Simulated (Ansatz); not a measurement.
Cr in Ansatz: convergence with smearing width

Input of the first run (smearing width 0.3 eV); the others differ in this setting and in those tied to it:

The input input.yaml:

```yaml
crystal:
  lattice:
    - [2.714, 0.0, 0.0]
    - [-1.357, 2.3503929459, 0.0]
    - [0.0, 0.0, 4.41]
  atoms:
    - { symbol: Cr, position: [0.6666666667, 0.3333333333, 0.75], spin: 3.0 }
    - { symbol: Cr, position: [0.3333333333, 0.6666666667, 0.25], spin: 3.0 }
kpoints:
  mp_grid: { grid: [11, 11, 6] }
scf:
  occupations: { method: fermi_dirac, width: 0.3 }
hamiltonian:
  xc: pbe
  pseudopotentials: { kind: all_electron, lapw: { basis_error: 0.001 } }
magnetization:
  spin_polarized: true
output:
  forces: true
  stress: true
  eigenvalues: true
```

Potentials or basis: all-electron LAPW, scalar-relativistic.

Run with:

```bash
$ ansatz run input.yaml --threads 2 --pin off --max-ram 6144MiB --backend cpu --events-out ev --progress --plain --runs-dir out
```

This isn't the form of Cr at room conditions, which is bcc.

Hardware: 2 threads of Arm Neoverse V1 (shared host).

Question: The values tried are 0.3 eV, 0.2 eV, 0.15 eV, 0.1 eV, 0.05 eV, 0.025 eV, 0.01 eV, loosest first. From which on does the energy stay within 1 meV/atom of the tightest run that finished?

Answer: From 0.05 eV on.

| smearing width | energy less the tightest run, at zero smearing (meV/atom) | pressure (GPa) | absolute moment (μB) | SCF cycles | CPU time (s) | peak memory (GiB) |
| --- | --- | --- | --- | --- | --- | --- |
| 0.3 eV | -18.42 | -23.43 | 0.00 | 13 | 37 | 0.47 |
| 0.2 eV | 0.34 | -25.64 | 0.00 | 14 | 39 | 0.46 |
| 0.15 eV | 5.25 | -26.23 | 0.62 | 14 | 39 | 0.48 |
| 0.1 eV | 1.75 | -25.61 | 1.48 | 14 | 87 | 0.6 |
| 0.05 eV | 0.43 | -25.45 | 1.73 | 14 | 81 | 0.58 |
| 0.025 eV | 0.11 | -25.56 | 1.74 | 16 | 81 | 0.57 |
| 0.01 eV | 0.00 | -25.59 | 1.74 | 20 | 92 | 0.57 |

Against the tightest run, the pressure stays within 0.1 GPa from 0.025 eV on; the absolute moment stays within 0.02 μB from 0.05 eV on. Narrower smearing needs a denser k mesh, so at a fixed mesh the narrowest width isn't the most accurate. The tightest run that finished is the yardstick and may itself not be fully converged.

Caveat, for the tightest run too: so large a pressure means that the cell lies far from this level's equilibrium, or that cutoff or potentials fall short.
